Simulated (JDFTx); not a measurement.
Here is a JDFTx 1.7.0 (patched build) calculation.

The input Ge.in:

```
lattice Face-Centered Cubic 10.6917302624
coords-type Lattice
ion Ge     0.7500000000     0.7500000000     0.7500000000 1
ion Ge     0.5000000000     0.5000000000     0.5000000000 1

ion-species pseudo/Ge.upf
elec-cutoff 39 312
elec-ex-corr gga-PBEsol
kpoint-folding 8 8 8
elec-smearing Fermi 0.0018374661
elec-n-bands 21
electronic-SCF nIterations 100 energyDiffThreshold 1e-09
electronic-minimize nIterations 30 energyDiffThreshold 1e-7
converge-empty-states yes
forces-output-coords Cartesian

dump-name run.$VAR
dump End Ecomponents EigStats BandEigs Kpoints Forces Stress ElecDensity Dtot KEdensity
```

Potentials or basis: PseudoDojo-SR-PBEsol-0.4.1-standard.

Command:

```bash
$ jdftx -c 1 -i Ge.in -o Ge.out
```

Problem. Estimate the pressure.

Solution. 0.6 GPa.

Problem. Estimate the band gap on the k mesh.

Solution. None (metal or under the smearing width).

Caveat: this crystal is a semiconductor, whose small gap the functional closes, so the metal is an error of the method.

**Experimental background.**

“Electronic and optical properties of SixGe1-x-ySny alloys lattice-matched to Ge”, 2021, arxiv:2109.02782 reports, for a bulk crystal of Ge at 293 K: band gap 0.666 eV (indirect).

Against the measured gap of Ge, 0.666 eV (indirect; 293 K; “Electronic and optical properties of SixGe1-x-ySny alloys lattice-matched to Ge”, 2021, arxiv:2109.02782), the calculated 0.00 eV is off by -0.67 eV. 3 values of this kind are on record (0.666 to 0.807 eV); this one was drawn at random among those near their median. Spin-orbit coupling on Ge is left out. The value is that of PBEsol on a finite k mesh, which can miss the band edges, without temperature or zero-point motion. Semilocal functionals fall short of measured gaps as a rule.
